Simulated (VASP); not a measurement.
# Si: local-field effects by level

Si, Fd-3m (no. 227), 2 atoms in the cell. PBE, independent-particle dielectric function; PAW potentials Si_GW (PBE set).

## Input

INCAR.step1:
```
SYSTEM = Si
PREC = Accurate
ENCUT = 250
ISMEAR = 0
SIGMA = 0.02
EDIFF = 1E-8
LASPH = .True.
KPAR = 4
LWAVE = .False.
LCHARG = .False.
LEPSILON = .True.
```

INCAR.step2, as INCAR.step1 but for:
```
- LWAVE = .False.
- LEPSILON = .True.
+ LWAVE = .True.
```

INCAR.step3, as INCAR.step2 but for:
```
- EDIFF = 1E-8
+ EDIFF = 1E-7
+ ALGO = Exact
+ NELM = 1
+ LOPTICS = .True.
+ ISTART = 1
+ NBANDS = 52
+ NEDOS = 2000
```

INCAR.step4:
```
SYSTEM = Si
PREC = Accurate
ENCUT = 250
ISMEAR = 0
SIGMA = 0.02
LASPH = .True.
KPAR = 4
LWAVE = .False.
LCHARG = .False.
ALGO = CHI
ISTART = 1
NBANDS = 52
ENCUTGW = 100
NOMEGA = 80
LRPA = .True.
CSHIFT = 0.3
```

INCAR.step5, as INCAR.step4 but for:
```
- LRPA = .True.
+ LRPA = .False.
```

INCAR.step6, as INCAR.step5 but for:
```
+ LFXC = .True.
```

INCAR.step7, as INCAR.step6 but for:
```
- NOMEGA = 80
- LRPA = .False.
- CSHIFT = 0.3
- LFXC = .True.
+ NOMEGA = 1
+ LRPA = .True.
```

INCAR.step8, as INCAR.step7 but for:
```
- NOMEGA = 1
+ NOMEGA = 80
+ CSHIFT = 0.3
+ NKRED = 2
```

KPOINTS:
```
k-points
0
Gamma
  6 6 6
```

POSCAR:
```
Si
1.0
    0.0000000000      2.7218511865      2.7218511865
    2.7218511865      0.0000000000      2.7218511865
    2.7218511865      2.7218511865      0.0000000000
Si
2
Direct
    0.5000000000      0.5000000000      0.5000000000
    0.7500000000      0.7500000000      0.7500000000
```

Commands (each step's output is kept before the next begins):
```
cat potpaw_PBE.64/Si_GW/POTCAR > POTCAR
cp INCAR.step1 INCAR
mpirun -np 4 vasp_std > vasp.out
rm WAVECAR CHG
cp INCAR.step2 INCAR
mpirun -np 4 vasp_std > vasp.out
cp INCAR.step3 INCAR
mpirun -np 4 vasp_std > vasp.out
cp INCAR.step4 INCAR
mpirun -np 4 vasp_std > vasp.out
cp INCAR.step5 INCAR
mpirun -np 4 vasp_std > vasp.out
cp INCAR.step6 INCAR
mpirun -np 4 vasp_std > vasp.out
cp INCAR.step7 INCAR
mpirun -np 4 vasp_std > vasp.out
cp INCAR.step8 INCAR
mpirun -np 4 vasp_std > vasp.out
```

## Result

- Direct gap on the mesh (eV): 2.56
- Gap on the mesh (eV): 0.72
- Bands: 52

One ground state, settings moved in the last step alone:

| Settings | ε at zero frequency | without local fields | Mean energy of the absorption, weighted by Im ε (eV) | Loss peak (eV) | Time (s) |
|---|---|---|---|---|---|
| independent particles (LOPTICS) | 16.88 | – | 4.18 | 16.9 | 3 |
| RPA local fields | 15.27 | 16.82 | 4.36 | 16.9 | 11 |
| LRPA = .FALSE. alone, which changes nothing here | 15.27 | 16.82 | 4.36 | 16.9 | 478 |
| with the local xc kernel (LRPA = .FALSE., LFXC = .TRUE.) | 16.04 | 16.82 | 4.29 | 17.0 | 407 |
| static limit alone (NOMEGA 1) | 15.32 | 16.88 | – | – | 8 |
| NKRED 2 | 15.27 | 16.82 | 4.36 | 16.9 | 3 |

The mean energy covers the spectrum up to 12 eV.

On the same mesh, density-functional perturbation theory with local fields gives ε = 16.28.

Limits: The 6×6×6 mesh is coarse for a spectrum: peaks stand apart that a denser mesh merges, and ε at zero frequency can be far too high.

VASP 6.6.1 took 930 s on 4 cores (Intel Xeon 6975P-C (Granite Rapids)), a shared host.
